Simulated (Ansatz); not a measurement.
Crystal: Ag.

```
Ag
1.0
    -1.65565    1.65565    1.65565
     1.65565   -1.65565    1.65565
     1.65565    1.65565   -1.65565
Ag
1
Cartesian
  0.0000 0.0000 0.0000
```

This isn't the form of Ag at room conditions, which is fcc.

| Item | Value |
| --- | --- |
| Program | Ansatz 0.2.0 |
| Task | relaxation of cell and atoms |
| Functional | LDA |
| Potentials or basis | Ansatz PAW |
| Cutoff | 420 eV (not typed: the program's choice for these potentials) |
| k mesh | 11 × 11 × 11 |
| Occupations | fermi-dirac, width 0.05 eV |
| Spin | no spin polarisation |

At the start: volume 18.15 Å³/atom.

Problem. How do energy, volume and symmetry change on relaxing?

Solution. It ends after 6 steps and the volume is 16.13 Å³/atom (-11.2 %); space group Im-3m (No. 229, to 0.05 Å).

Step by step:
```tsv
step	energy change (eV)	largest force (eV/Å)	volume (Å³)
1	0.0000	0.0000	18.15
2	-0.0759	0.0000	15.63
3	-0.0823	0.0000	16.28
4	-0.0829	0.0000	16.14
5	-0.0829	0.0000	16.13
6	-0.0826	0.0000	16.13
```

Final structure:
```
CELL_PARAMETERS angstrom
-1.59165 1.59165 1.59165
1.59165 -1.59165 1.59165
1.59165 1.59165 -1.59165
ATOMIC_POSITIONS crystal
Ag 0.00000 0.00000 0.00000
```

Caveat: the plane-wave basis is chosen anew once the cell has moved, so the energies of steps on either side of that aren't comparable; the PAW data sets come from PBE, with cores solved anew for the run's functional, which leaves a small shift of forces and pressure.
